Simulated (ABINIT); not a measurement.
# Ge (P-3m1) in ABINIT: notebook

One crystal, Ge, is run at these levels: PBEsol, RPBE; tasks: single point.

All numbers are computed with ABINIT 10.8.3 (patched build); they aren't measurements. Logs are shortened: lines on timing, memory, paths and dates and some standing lists are left out, and cuts for length are marked. The log counts tension as positive stress, the text compression.

## Step 1: The structure

The structure is trigonal, space group P-3m1 (No. 164). Conventional cell: a = 4.090 Å, b = 4.090 Å, c = 3.327 Å, α = 90.00°, β = 90.00°, γ = 120.00°. Ge (site symmetry 3m) has 3 Ge at 2.54 Å as nearest neighbours.

The cell was built by a generator and needn't be a form met in nature.

## Step 2: Single point, PBEsol (cell strained at random)

run.abi

```
# Pseudopotentials
pp_dirpath "./"
pseudos "Ge.GGA_PBE-JTH.xml"

# Structure
acell 4.0428019122 4.0754503424 3.3282631267 Angstrom
rprim
     0.9998704086     0.0112632281    -0.0115024186
    -0.4862530110     0.8738104260     0.0036535840
    -0.0113626833    -0.0023591885     0.9999326596
ntypat 1
znucl 32
natom 2
typat 1 1
xred
     0.6666700000     0.3333300000     0.1408600000
     0.3333300000     0.6666700000     0.8591400000
chkprim 0
chksymtnons 0
tolsym 1.0e-6

# Plane-wave basis
ecut 16.0
pawecutdg 32.0
pawxcdev 0

# k points
kptopt 1
ngkpt 6 6 6
nshiftk 1
shiftk 0.0 0.0 0.0

# Exchange and correlation
ixc -116133

# Bands and occupations
nband 18
occopt 3
tsmear 0.05 eV

# SCF cycle
nstep 100
tolvrs 1.0e-9

# Output
iomode 3
prtwf 0
prtden 0
prteig 0
prtebands 0
enunit 1
```

Potentials or basis: JTH PAW PBE v2.0.

Run with:

```
$ abinit run.abi > log 2>&1
```

run.abo:

```text
.Version 10.8.3 of ABINIT
 Symmetries : space group P-1 (#  2); Bravais aP (primitive triclinic)
================================================================================
 Values of the parameters that define the memory need of the present run
     intxc =       0    ionmov =       0      iscf =      17    lmnmax =      18
     lnmax =       6     mgfft =      30  mpssoang =       3    mqgrid =    3001
     natom =       2  nloc_mem =       2    nspden =       1   nspinor =       1
    nsppol =       1      nsym =       2    n1xccc =       1    ntypat =       1
    occopt =       3   xclevel =       2
       mpw =        1009          nfft =       21600          nkpt =         112
 PAW method is used; the additional fine FFT grid is defined by:
   mgfftf=        40    nfftf =     57600
================================================================================
================================================================================

--------------------------------------------------------------------------------
------------- Echo of variables that govern the present computation ------------
--------------------------------------------------------------------------------
 -outvars: echo values of preprocessed input variables --------
            acell      7.6397883954E+00  7.7014849869E+00  6.2895057844E+00 Bohr
              amu      7.26100000E+01
          chkprim           0
      chksymtnons           0
             ecut      1.60000000E+01 Hartree
           enunit           1
                       outvar_i_n : Printing only first  50 k-points.
              ixc     -116133
                       outvar_i_n : Printing only first  50 k-points.
         kptrlatt        6    0    0      0    6    0      0    0    6
          kptrlen      3.77370347E+01
            natom           2
            nband          18
            ngfft          30      30      24
          ngfftdg          40      40      36
             nkpt         112
            nstep         100
             nsym           2
           ntypat           1
                       prtocc : prtvol=0, do not print more k-points.
           occopt           3
        pawecutdg      3.20000000E+01 Hartree
         pawxcdev           0
           prtden           0
        prtebands           0
           prteig           0
            prtwf           0
            rprim      9.9987040860E-01  1.1263228100E-02 -1.1502418600E-02
                      -4.8625301100E-01  8.7381042600E-01  3.6535840000E-03
                      -1.1362683300E-02 -2.3591885000E-03  9.9993265960E-01
          spgroup           2
           tolsym      1.00000000E-06
           tolvrs      1.00000000E-09
           tsmear      1.83746611E-03 Hartree
            typat      1  1
           useylm           1
                       outvars : Printing only first  50 k-points.
           xangst      2.0289783696E+00  1.2162959152E+00  4.4274936903E-01
                      -6.2183698178E-03  2.3825580847E+00  2.8536776314E+00
            xcart      3.8342134340E+00  2.2984661677E+00  8.3667504989E-01
                      -1.1751015905E-02  4.5023822591E+00  5.3926691749E+00
             xred      6.6667000000E-01  3.3333000000E-01  1.4086000000E-01
                       3.3333000000E-01  6.6667000000E-01  8.5914000000E-01
            znucl       32.00000

================================================================================

 chkinp: Checking input parameters for consistency.

================================================================================
== DATASET  1 ==================================================================

--- !DatasetInfo
iteration_state: {dtset: 1, }
dimensions: {natom: 2, nkpt: 112, mband: 18, nsppol: 1, nspinor: 1, nspden: 1, mpw: 1009, }
cutoff_energies: {ecut:  16.0, pawecutdg:  32.0, }
electrons: {nelect:   2.80000000E+01, charge:   0.00000000E+00, occopt:   3.00000000E+00, tsmear:   1.83746611E-03, }
meta: {optdriver: 0, ionmov: 0, optcell: 0, iscf: 17, paral_kgb: 0, }
...

 Real(R)+Recip(G) space primitive vectors, cartesian coordinates (Bohr,Bohr^-1):
 R(1)=  7.6387983  0.0860487 -0.0878760  G(1)=  0.1301141  0.0723982  0.0016494
 R(2)= -3.7448703  6.7296379  0.0281380  G(2)= -0.0016597  0.1476715  0.0003295
 R(3)= -0.0714657 -0.0148381  6.2890822  G(3)=  0.0018255  0.0003509  0.1590273
 Unit cell volume ucvol=  3.2528121E+02 bohr^3
 Angles (23,13,12)=  8.95922229E+01  9.13115821E+01  1.18449898E+02 degrees

 Coarse grid specifications (used for wave-functions):

 getcut: wavevector=  0.0000  0.0000  0.0000  ngfft=  30  30  24
         ecut(hartree)=     16.000   => boxcut(ratio)=   2.11976

 Fine grid specifications (used for densities):

 getcut: wavevector=  0.0000  0.0000  0.0000  ngfft=  40  40  36
         ecut(hartree)=     32.000   => boxcut(ratio)=   2.04033

--- Pseudopotential description ------------------------------------------------
- pspini: atom type   1  psp file is ./Ge.GGA_PBE-JTH.xml
 Pseudopotential format is: paw10
 basis_size (lnmax)=  6 (lmn_size= 18), orbitals=   0   0   1   1   2   2
 Spheres core radius: rc_sph= 2.30476891
 Shapefunction is SIN type: shapef(r)=[sin(pi*r/rshp)/(pi*r/rshp)]**2
 Radius for shape functions =  1.99988291
 Compensation charge density is not taken into account in XC energy/potential

   1.13473484E+03                                ecore*ucvol(ha*bohr**3)
--------------------------------------------------------------------------------

================================================================================

--- !BeginCycle
iteration_state: {dtset: 1, }
solver: {iscf: 17, nstep: 100, nline: 4, wfoptalg: 10, }
tolerances: {tolvrs: 1.00E-09, }
...

     iter   Etot(hartree)      deltaE(h)  residm     nres2
 ETOT  1  -190.05450841211    -1.901E+02 5.051E+00 1.097E+00
 ETOT  2  -191.08951271904    -1.035E+00 4.509E-01 3.221E-01
 ETOT  3  -191.08774516844     1.768E-03 1.838E-01 7.550E-02
 ETOT  4  -191.08726665029     4.785E-04 2.113E-02 1.253E-02
 ETOT  5  -191.08712093332     1.457E-04 1.051E-02 1.860E-03
 ETOT  6  -191.08712688031    -5.947E-06 3.240E-03 1.876E-04
 ETOT  7  -191.08712662814     2.522E-07 7.427E-04 2.246E-05
 ETOT  8  -191.08712681175    -1.836E-07 2.261E-03 3.858E-06
 ETOT  9  -191.08712680030     1.145E-08 5.145E-04 4.447E-07
 ETOT 10  -191.08712679972     5.776E-10 1.011E-03 3.488E-08
 ETOT 11  -191.08712679956     1.660E-10 3.459E-04 1.656E-09
 ETOT 12  -191.08712679956    -4.945E-12 3.928E-04 1.677E-10

 At SCF step   12       nres2   =  1.68E-10 < tolvrs=  1.00E-09 =>converged.

 Cartesian components of stress tensor (hartree/bohr^3)
  sigma(1 1)=  8.37097924E-05  sigma(3 2)=  1.43079476E-05
  sigma(2 2)=  1.43548923E-04  sigma(3 1)= -3.44594844E-05
  sigma(3 3)=  2.15665582E-04  sigma(2 1)=  4.93356309E-05

--- !ResultsGS
iteration_state: {dtset: 1, }
comment   : Summary of ground state results
lattice_vectors:
- [  7.6387983,   0.0860487,  -0.0878760, ]
- [ -3.7448703,   6.7296379,   0.0281380, ]
- [ -0.0714657,  -0.0148381,   6.2890822, ]
lattice_lengths: [   7.63979,    7.70148,    6.28951, ]
lattice_angles: [ 89.592,  91.312, 118.450, ] # degrees, (23, 13, 12)
lattice_volume:   3.2528121E+02
convergence: {deltae: -4.945E-12, res2:  1.677E-10, residm:  3.928E-04, diffor: null, }
etotal    :  -1.91087127E+02
entropy   :   0.00000000E+00
fermie    :   2.13938274E-01
cartesian_stress_tensor: # hartree/bohr^3
- [  8.37097924E-05,   4.93356309E-05,  -3.44594844E-05, ]
- [  4.93356309E-05,   1.43548923E-04,   1.43079476E-05, ]
- [ -3.44594844E-05,   1.43079476E-05,   2.15665582E-04, ]
pressure_GPa:  -4.3438E+00
xred      :
- [  6.6667E-01,   3.3333E-01,   1.4086E-01, Ge]
- [  3.3333E-01,   6.6667E-01,   8.5914E-01, Ge]
cartesian_forces: # hartree/bohr
- [  5.34994626E-03,  -3.18839646E-03,   2.23375392E-03, ]
- [ -5.34994626E-03,   3.18839646E-03,  -2.23375392E-03, ]
force_length_stats: {min:   6.61645325E-03, max:   6.61645325E-03, mean:   6.61645325E-03, }
...

 Integrated electronic density in atomic spheres:
 ------------------------------------------------
 Atom  Sphere_radius  Integrated_density
    1        2.30477         12.21255179
    2        2.30477         12.21255179

================================================================================

 ----iterations are completed or convergence reached----

 Mean square residual over all n,k,spin=   47.689E-08; max=  39.280E-05
 reduced coordinates (array xred) for    2 atoms
       0.666670000000      0.333330000000      0.140860000000
       0.333330000000      0.666670000000      0.859140000000
 rms dE/dt=  3.4333E-02; max dE/dt=  4.1429E-02; dE/dt below (all hartree)
    1      -0.040396509890      0.041428754813     -0.013713234510
    2       0.040396509890     -0.041428754813      0.013713234510

 cartesian coordinates (angstrom) at end:
    1      2.02897836963730     1.21629591515845     0.44274936903220
    2     -0.00621836981777     2.38255808468268     2.85367763135032

 cartesian forces (hartree/bohr) at end:
    1      0.00534994626237    -0.00318839645605     0.00223375392028
    2     -0.00534994626237     0.00318839645605    -0.00223375392028
 frms,max,avg= 3.8200111E-03 5.3499463E-03   0.000E+00  0.000E+00  0.000E+00 h/b

 cartesian forces (eV/Angstrom) at end:
    1      0.27510529788491    -0.16395393781542     0.11486424489222
    2     -0.27510529788491     0.16395393781542    -0.11486424489222
 frms,max,avg= 1.9643287E-01 2.7510530E-01   0.000E+00  0.000E+00  0.000E+00 e/A
 length scales=  7.639788395354  7.701484986873  6.289505784421 bohr
              =  4.042801912200  4.075450342400  3.328263126700 angstroms
 Fermi (or HOMO) energy (eV) =   5.82156   Average Vxc (eV)=  -9.34034
 Eigenvalues (   eV  ) for nkpt= 112  k points:
 kpt#   1, nband= 18, wtk=  0.00463, kpt=  0.0000  0.0000  0.0000 (reduced coord)
 -18.60607  -18.58806  -18.54221  -18.52838  -18.52563  -18.52058  -18.41389  -18.40609
 -18.38345  -18.35713   -6.01750    3.34586    4.84248    4.92901    8.29617    8.72498
   9.05838    9.23024
 prteigrs : prtvol=0 or 1, do not print more k-points.

--- !EnergyTerms
iteration_state     : {dtset: 1, }
comment             : Components of total free energy in Hartree
kinetic             :  1.28971393734481E+01
hartree             :  4.37011404558564E+01
xc                  : -4.51993964263118E+00
Ewald energy        : -9.86892759234001E+01
psp_core            :  3.48847334454639E+00
local_psp           : -1.43396311538853E+02
PAW spherical_terms : -4.56800927135228E+00
internal            : -1.91086783202386E+02
'-kT*entropy'       : -3.43770909757040E-04
total_energy        : -1.91087126973295E+02
total_energy_eV     : -5.19974561870516E+03
...

--- !EnergyTermsDC
iteration_state     : {dtset: 1, }
comment             : '"Double-counting" decomposition of free energy'
band_energy         : -1.33299616219807E+01
Ewald energy        : -9.86892759234001E+01
psp_core            :  3.48847334454639E+00
xc_dc               : -4.25068815640903E+01
PAW spherical_terms : -4.00491372637279E+01
internal            : -1.91086783028653E+02
'-kT*entropy'       : -3.43770909757040E-04
total_energy_dc     : -1.91087126799562E+02
total_energy_dc_eV  : -5.19974561397764E+03
...

--- !EnergyTermsWithPAWCore
iteration_state     : {dtset: 1, }
comment             : 'Components of total free energy, including PAW core contributions'
Total energy        : -4.19492353013889E+03
Total energy DC     : -4.19492352996515E+03
Total energy (eV)   : -1.14149684450963E+05
Total energy DC (eV): -1.14149684446236E+05
...

 Cartesian components of stress tensor (hartree/bohr^3)
  sigma(1 1)=  8.37097924E-05  sigma(3 2)=  1.43079476E-05
  sigma(2 2)=  1.43548923E-04  sigma(3 1)= -3.44594844E-05
  sigma(3 3)=  2.15665582E-04  sigma(2 1)=  4.93356309E-05

-Cartesian components of stress tensor (GPa)         [Pressure= -4.3438E+00 GPa]
- sigma(1 1)=  2.46282712E+00  sigma(3 2)=  4.20954353E-01
- sigma(2 2)=  4.22335513E+00  sigma(3 1)= -1.01383303E+00
- sigma(3 3)=  6.34510048E+00  sigma(2 1)=  1.45150438E+00

== END DATASET(S) ==============================================================
================================================================================

 -outvars: echo values of variables after computation  --------
            acell      7.6397883954E+00  7.7014849869E+00  6.2895057844E+00 Bohr
           etotal     -1.9108712680E+02
            fcart      5.3499462624E-03 -3.1883964560E-03  2.2337539203E-03
                      -5.3499462624E-03  3.1883964560E-03 -2.2337539203E-03
            rprim      9.9987040860E-01  1.1263228100E-02 -1.1502418600E-02
                      -4.8625301100E-01  8.7381042600E-01  3.6535840000E-03
                      -1.1362683300E-02 -2.3591885000E-03  9.9993265960E-01
           strten      8.3709792353E-05  1.4354892309E-04  2.1566558184E-04
                       1.4307947643E-05 -3.4459484387E-05  4.9335630935E-05
           xangst      2.0289783696E+00  1.2162959152E+00  4.4274936903E-01
                      -6.2183698178E-03  2.3825580847E+00  2.8536776314E+00
             xred      6.6667000000E-01  3.3333000000E-01  1.4086000000E-01
                       3.3333000000E-01  6.6667000000E-01  8.5914000000E-01
 Calculation completed.
```

Wall time 63 s (1 thread of Arm Neoverse V2, shared host); peak memory 0.15 GiB.

What came out:

- Free energy: -5199.7456 eV
- Largest force: 0.340 eV/Å
- Band gap on the k mesh: none (metal or under the smearing width)
- Valence electrons inside the program's atomic spheres: Ge 12.21 (radii [1.2196] Å)

Forces in eV/Å, atoms in the order of the input:
```
Ge   0.275 -0.164  0.115
Ge  -0.275  0.164 -0.115
```

Caveat: the cutoff is too short for stress, so the log's stress isn't used; the PAW data sets were made with another functional, which shifts forces and pressure a little.

(Continued in part 2 of 2.)
